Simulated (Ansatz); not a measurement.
Forms of In3Sb2As: one energy to predict

Level of theory: DFT PBE, scalar-relativistic, plane waves, PAW (Ansatz 0.2.0). All cells share a 420 eV cutoff and Γ-centred k meshes spaced at most about 0.3 Å⁻¹ (about 0.25 or finer for metals, 2π included). No spin polarisation.

Temperature and zero-point effects are left out. Rows are sorted by volume; energies count from the lowest form computed. Coordination counts In or Sb atoms around As (for each partner element, those within 1.25 times its shortest distance or 1.15 times the sum of covalent radii, where it is the nearest in units of that sum or under 1.3; a plus sign parts groups by distance over the sum of covalent radii).

```
row    form    source  atoms  coordination  V (Å³/atom)  gap on mesh (eV)  ΔE (meV/atom)
  1  P6/mmm  invented      6          As 8         26.8                 0             65
  2    Cmm2  invented      6          As 2         28.7                 0              ?
  3    P3m1  invented      6        As 6+1         28.9                 0             73
  4      P1  invented      6          As 5         31.0                 0             55
  5    Amm2  invented      6          As 6         31.1                 0            159
  6      P1  invented      6          As 4         34.8              0.17              0
```

The cell of row 2:

```cif
data_structure
_symmetry_space_group_name_H-M 'Cmm2'
_symmetry_Int_Tables_number 35
_cell_length_a 6.4383
_cell_length_b 6.4433
_cell_length_c 8.3022
_cell_angle_alpha 90.000
_cell_angle_beta 90.000
_cell_angle_gamma 90.000
_cell_volume 344.41
loop_
_atom_site_label
_atom_site_type_symbol
_atom_site_symmetry_multiplicity
_atom_site_Wyckoff_symbol
_atom_site_fract_x
_atom_site_fract_y
_atom_site_fract_z
_atom_site_occupancy
In1 In 4 e 0.50000 0.27734 0.49708 1
In2 In 2 a 0.00000 0.00000 0.85567 1
Sb1 Sb 4 c 0.25000 0.25000 0.17825 1
As1 As 2 b 0.50000 0.00000 0.73643 1
```

**Question.** Estimate the missing energy, and say where the row ranks.

**Answer.** 118 meV/atom, which puts it above row 3 and below row 5. Counting In or Sb atoms around As, row 2 has As 2 and the lowest form (row 6) has As 4.

An observed structure of this formula, if there is one, may be missing.

Spin–orbit coupling, which can matter for Sb, is left out. Kohn–Sham gaps at this level usually fall short of measured ones. The missing spin–orbit coupling can work the other way here. Cells relaxed within their symmetry can be saddle points. Some types were kept out of the candidates beforehand, so the set may lack a known form.
